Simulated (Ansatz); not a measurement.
## ZnSe (Stilleite) under changes of volume

One of the cells (22.757 Å³/atom); the others are scaled copies at fixed shape and fractional positions:

```
CELL_PARAMETERS angstrom
0.00000 2.83380 2.83380
2.83380 0.00000 2.83380
2.83380 2.83380 0.00000
ATOMIC_POSITIONS crystal
Se 0.75000 0.75000 0.75000
Zn 0.00000 0.00000 0.00000
```

| Item | Value |
| --- | --- |
| Program | Ansatz 0.2.0 |
| Functional | PBE |
| Potentials or basis | Ansatz PAW |
| Cutoff | 420 eV (not typed: the program's choice for these potentials) |
| k mesh | 8 × 8 × 8 |
| Occupations | fermi-dirac, width 0.05 eV |
| Spin | no spin polarisation |

```tsv
volume (Å³/atom)	energy over the lowest point (meV/atom)	pressure (GPa)	gap on the mesh (eV)
21.391	41.76	6.8	1.54
21.846	24.99	5.1	1.45
22.301	?	?	?
22.757	4.95	2.1	1.29
23.212	0.79	0.9	1.21
23.667	0.00	-0.3	1.13
24.122	2.24	-1.3	1.06
```

**Question.** What does the run at 22.301 Å³/atom give?

**Answer.** Energy over the lowest point 12.89 meV/atom; pressure 3.5 GPa; gap on the mesh 1.37 eV.

Worked out: A Birch-Murnaghan fit of order 3 (a polynomial in V^(-2/3)) to the other rows has its minimum at 23.55 Å³/atom with B0 = V·E''(V) = 57 GPa and B' = 4.5. It gives 12.88 meV/atom at 22.301 Å³/atom, against the run's 12.89, and -dE/dV = 3.5 GPa, against 3.5. A straight line through the other rows of the gap, of slope -4 eV per unit of ln V (its deformation potential), gives 1.37 eV, against the run's 1.37.

Energies are extrapolated to zero smearing.

Spin-orbit coupling on Se is left out.
